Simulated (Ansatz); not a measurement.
Wanted: the native input for an Ansatz 0.2.0 run.

| Item | Value |
| --- | --- |
| Task | band structure |
| Functional | PBEsol |
| Potentials or basis | all-electron LAPW, scalar-relativistic |
| Cutoff | 223 eV (chosen from the basis error) |
| Basis error allowed | 0.002 eV/atom |
| k mesh | 10 × 10 × 4 |
| Occupations | fermi-dirac, width 0.05 eV |
| Spin | no spin polarisation |

Al3Cu:

```
Cu Al
1.0
     2.77841    0.00000    0.00000
     0.00000    2.77841    0.00000
     0.00000    0.00000    7.51340
Cu Al
1 3
Direct
  0.00000 0.00000 0.00000
  0.50000 0.50000 0.77388
  0.50000 0.50000 0.22612
  0.00000 0.00000 0.50000
```

The cell comes from a database or a generator and needn't be the stable form of this composition.

One way to write it, as run:

input.yaml

```yaml
crystal:
  lattice:
    - [2.7784054294, 0.0, 0.0]
    - [0.0, 2.7784054294, 0.0]
    - [0.0, 0.0, 7.51340341]
  atoms:
    - { symbol: Cu, position: [0.0, 0.0, 0.0] }
    - { symbol: Al, position: [0.5, 0.5, 0.77388449] }
    - { symbol: Al, position: [0.5, 0.5, 0.22611551] }
    - { symbol: Al, position: [0.0, 0.0, 0.5] }
kpoints:
  mp_grid: { grid: [10, 10, 4] }
  band_path:
    path:
      - [0.0, 0.0, 0.0]
      - [0.0, 0.5, 0.0]
      - [0.5, 0.5, 0.0]
      - [0.0, 0.0, 0.0]
      - [0.0, 0.0, 0.5]
      - [0.0, 0.5, 0.5]
      - [0.5, 0.5, 0.5]
      - [0.0, 0.0, 0.5]
    npoints: 8
scf:
  occupations: { method: fermi_dirac, width: 0.05 }
hamiltonian:
  xc: pbesol
  pseudopotentials: { kind: all_electron, lapw: { basis_error: 0.002 } }
output:
  forces: true
  stress: true
  eigenvalues: true
```

Potentials or basis: all-electron LAPW, scalar-relativistic.

Command:

```sh
$ ansatz run input.yaml --threads 2 --pin off --max-ram 8192MiB --backend cpu --events-out ev --progress --plain --runs-dir out
```

Results of the run:

```
Pressure                : 1.0 GPa
Largest force           : 0.208 eV/Å
Band gap along the path : none (metal or under the smearing width)
```

Wall time 15 s on 2 threads of Arm Neoverse V2, on a shared host, peak memory 0.42 GiB.
